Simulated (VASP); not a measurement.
Level of theory: PBE GGA, VASP's PBE PAW potentials (set 64) (plane waves; VASP).

The input files of a VASP run:

File KPOINTS:
```
Automatic mesh
0
gamma
 4 4 6
```

### INCAR
```
SYSTEM = GeO2
PREC = Accurate
ENCUT = 400
EDIFF = 1E-6
NELM = 100
ALGO = Normal
LREAL = .FALSE.
LASPH = .TRUE.
ISMEAR = -1
SIGMA = 0.05
GGA = PE
LMAXMIX = 4
LWAVE = .FALSE.
LCHARG = .FALSE.
ISIF = 2
```

**POSCAR**
```
GeO2
1
    4.3303490000     0.0000000000     0.0000000000
    0.0000000000     4.3303490000     0.0000000000
    0.0000000000     0.0000000000     2.8230070000
Ge O
2 4
Direct
  0.5000000000   0.5000000000   0.5000000000
  0.0000000000   0.0000000000   0.0000000000
  0.6942300000   0.6942300000   0.0000000000
  0.3057700000   0.3057700000   0.0000000000
  0.8057700000   0.1942300000   0.5000000000
  0.1942300000   0.8057700000   0.5000000000
```

POTCAR, in this order: Ge_d O (PBE.64 set). Program: vasp_std.

Output

### OSZICAR
```
       N       E                     dE             d eps       ncg     rms          rms(c)
DAV:   1     0.499203804525E+03    0.49920E+03   -0.23071E+04  2061   0.398E+03
DAV:   2     0.284911678600E+02   -0.47071E+03   -0.45329E+03  1649   0.830E+02
DAV:   3    -0.402874439741E+02   -0.68779E+02   -0.68333E+02  1740   0.205E+02
DAV:   4    -0.434607730661E+02   -0.31733E+01   -0.31666E+01  1712   0.515E+01
DAV:   5    -0.435383624337E+02   -0.77589E-01   -0.77576E-01  1803   0.780E+00    0.149E+01
DAV:   6    -0.381151640514E+02    0.54232E+01   -0.17736E+01  2424   0.901E+01    0.494E+00
DAV:   7    -0.381523471347E+02   -0.37183E-01   -0.17984E+00  1712   0.792E+00    0.288E+00
DAV:   8    -0.381322284450E+02    0.20119E-01   -0.19815E-01  2128   0.745E+00    0.589E-01
DAV:   9    -0.381236975919E+02    0.85309E-02   -0.50474E-02  2211   0.423E+00    0.165E-01
DAV:  10    -0.381240391200E+02   -0.34153E-03   -0.36401E-03  2223   0.624E-01    0.937E-02
DAV:  11    -0.381240669125E+02   -0.27793E-04   -0.28527E-04  2188   0.316E-01    0.234E-02
DAV:  12    -0.381240668946E+02    0.17931E-07   -0.34443E-05  2170   0.137E-01    0.315E-03
DAV:  13    -0.381240674582E+02   -0.56358E-06   -0.60582E-06  1776   0.181E-02
   1 F= -.38124067E+02 E0= -.38124067E+02  d E =-.253840E-10
```

**OUTCAR**
```
------------------------ aborting loop because EDIFF is reached ----------------------------------------
  FORCE on cell =-STRESS in cart. coord.  units (eV):
  Direction    XX          YY          ZZ          XY          YZ          ZX
  --------------------------------------------------------------------------------------
  Total        5.8117175      5.8117175      8.1335216      0.0000000      0.0000000      0.0000000
  in kB      175.8965515    175.8965515    246.1679186      0.0000000      0.0000000      0.0000000
  external PRESSURE =     199.3203405 kB  Pullay stress =       0.0000000 kB
  volume of cell :       52.94
      direct lattice vectors                 reciprocal lattice vectors
     4.330349000  0.000000000  0.000000000     0.230928269  0.000000000  0.000000000
     0.000000000  4.330349000  0.000000000     0.000000000  0.230928269  0.000000000
     0.000000000  0.000000000  2.823007000     0.000000000  0.000000000  0.354232207
 POSITION                                       TOTAL-FORCE (eV/Angst)
 -----------------------------------------------------------------------------------
      2.16517      2.16517      1.41150         0.000000     -0.000000     -0.000000
      0.00000      0.00000      0.00000         0.000000     -0.000000     -0.000000
      3.00626      3.00626      0.00000         0.242529      0.242529      0.000000
      1.32409      1.32409      0.00000        -0.242529     -0.242529     -0.000000
      3.48927      0.84108      1.41150        -0.242529      0.242529      0.000000
      0.84108      3.48927      1.41150         0.242529     -0.242529     -0.000000
 -----------------------------------------------------------------------------------
    total drift:                                0.000000      0.000000      0.000000
  FREE ENERGIE OF THE ION-ELECTRON SYSTEM (eV)
  ---------------------------------------------------
  free  energy   TOTEN  =       -38.1240674582 eV

  energy  without entropy=      -38.1240674581  energy(sigma->0) =      -38.12406746
```
(Selected blocks of OUTCAR.)

**OUTCAR**
```
 val. band max:        6.4753392248   @ k =   0.0000   0.0000   0.0000

 cond. band min:       9.0493257223   @ k =   0.0000   0.0000   0.0000


 Fermi energy:         7.5058026325

 k-point     1 :       0.0000    0.0000    0.0000
  band No.  band energies     occupation
      1     -18.0253      2.00000
      2     -17.7046      2.00000
      3     -17.5301      2.00000
      4     -17.5301      2.00000
      5     -17.5138      2.00000
      6     -17.4308      2.00000
      7     -17.4260      2.00000
      8     -17.3733      2.00000
      9     -17.3644      2.00000
     10     -17.3644      2.00000
     11     -15.1314      2.00000
     12     -11.8943      2.00000
     13     -11.8943      2.00000
     14     -10.8538      2.00000
     15      -4.0582      2.00000
     16       0.7092      2.00000
     17       0.7092      2.00000
     18       1.3204      2.00000
     19       1.5527      2.00000
     20       3.0618      2.00000
     21       3.9651      2.00000
     22       4.3989      2.00000
     23       4.3989      2.00000
     24       5.6079      2.00000
     25       5.6079      2.00000
     26       6.4753      2.00000
     27       9.0493      0.00000
     28      12.7809      0.00000
     29      13.8543      0.00000
     30      13.8543      0.00000
     31      17.4517      0.00000

 k-point     2 :       0.2500    0.0000    0.0000
  band No.  band energies     occupation
      1     -17.9808      2.00000
      2     -17.7493      2.00000
      3     -17.5284      2.00000
      4     -17.5283      2.00000
      5     -17.5087      2.00000
      6     -17.4563      2.00000
      7     -17.4175      2.00000
      8     -17.3800      2.00000
      9     -17.3667      2.00000
     10     -17.3666      2.00000
     11     -14.8293      2.00000
     12     -12.7525      2.00000
     13     -11.6345      2.00000
     14     -10.6811      2.00000
     15      -3.5919      2.00000
     16      -0.4763      2.00000
     17       1.1530      2.00000
...
```

At this cut-off the stress carries a Pulay error, which pulls relaxed volumes low.

The structure comes from a computed database's GeO2 entry; how it stands against other phases isn't given here. The cell was not relaxed at this level.
